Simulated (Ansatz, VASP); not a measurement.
## Sr: VASP beside Ansatz

```
CELL_PARAMETERS angstrom
-2.42500 2.42500 2.42500
2.42500 -2.42500 2.42500
2.42500 2.42500 -2.42500
ATOMIC_POSITIONS crystal
Sr 0.00000 0.00000 0.00000
```

Alike in both runs: task single point; functional PBEsol; k mesh 4 × 4 × 4; occupations gaussian, width 0.1 eV; no spin polarisation.

|  | VASP | Ansatz |
| --- | --- | --- |
| version | VASP 6.6.1 | Ansatz 0.2.0 |
| potentials or method | VASP PAW PBE potentials, release 64 (Sr_sv) | scalar-relativistic, plane waves, PAW |
| plane-wave cutoff (eV) | 520 | 420 |
| valence electrons in the cell | 10 | 10 |

|  | VASP | Ansatz | Ansatz less VASP |
| --- | --- | --- | --- |
| gap on the k mesh at the Fermi level (eV) | none | none | - |
| pressure (GPa) | -1.3 | -1.3 | -0.01 |

A gap of «none» marks a metal or a gap that the smearing closes. With one functional, cell and mesh, what is left measures potentials, basis and numerics.

Caveats: the k mesh is coarse (spacing up to 0.46 Å⁻¹), so the values aren't converged; the PAW data sets were made with another functional, which shifts forces and pressure a little (VASP).
